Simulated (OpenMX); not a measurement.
## BaTiO3 under changes of volume

One of the cells (12.870 Å³/atom); the others are scaled copies at fixed shape and fractional positions:

```
Ba Ti O
1.0
     4.00730    0.00000    0.00000
     0.00000    4.00730    0.00000
     0.00000    0.00000    4.00730
Ba Ti O
1 1 3
Direct
  0.50903 0.45529 0.50668
  0.94374 0.06998 0.95431
  0.52053 0.00683 0.05543
  0.01265 0.49197 0.05272
  0.01405 0.97593 0.43085
```

```yaml
Program: OpenMX 3.8.5
Functional: LDA
Potentials_or_basis: OpenMX 2013 LDA set, Ba10.0-s3p2d2, Ti7.0-s3p2d2, O6.0-s2p2d1, fixed grid of 48 × 48 × 48 points
k_mesh: 7 × 7 × 7
Occupations: fermi-dirac, width 0.05 eV
Spin: no spin polarisation
```

```tsv
volume (Å³/atom)	energy over the lowest point (meV/atom)	gap on the mesh (eV)	largest force (eV/Å)
12.098	?	?	?
12.355	27.51	2.61	4.959
12.613	12.16	2.54	4.567
12.870	3.20	2.46	4.235
13.128	0.00	2.39	3.950
13.385	1.94	2.32	3.702
13.642	8.51	2.25	3.507
```

Task: What does the run at 12.098 Å³/atom give?

Result: Energy over the lowest point 49.99 meV/atom; gap on the mesh 2.68 eV; largest force 5.391 eV/Å.

Worked out: A Birch-Murnaghan fit of order 3 (a polynomial in V^(-2/3)) to the other rows has its minimum at 13.15 Å³/atom with B0 = V·E''(V) = 162 GPa and B' = 4.4 at fixed shape and positions, which overstates the stiffness. It gives 49.90 meV/atom at 12.098 Å³/atom, against the run's 49.99. A straight line through the other rows of the gap, of slope -3.65 eV per unit of ln V, extrapolates to 2.69 eV, against the run's 2.68.

Energies are extrapolated to zero smearing.

Caveats: spin-orbit coupling is left out, which moves the levels of the heavy elements; an odd mesh through Γ misses points on the zone boundary, where band edges often lie; the basis of atomic orbitals isn't converged, which shifts pressures, moduli and gaps; forces of over 1 eV/Å show positions far from the minimum, so gaps and moduli don't describe the material at rest.
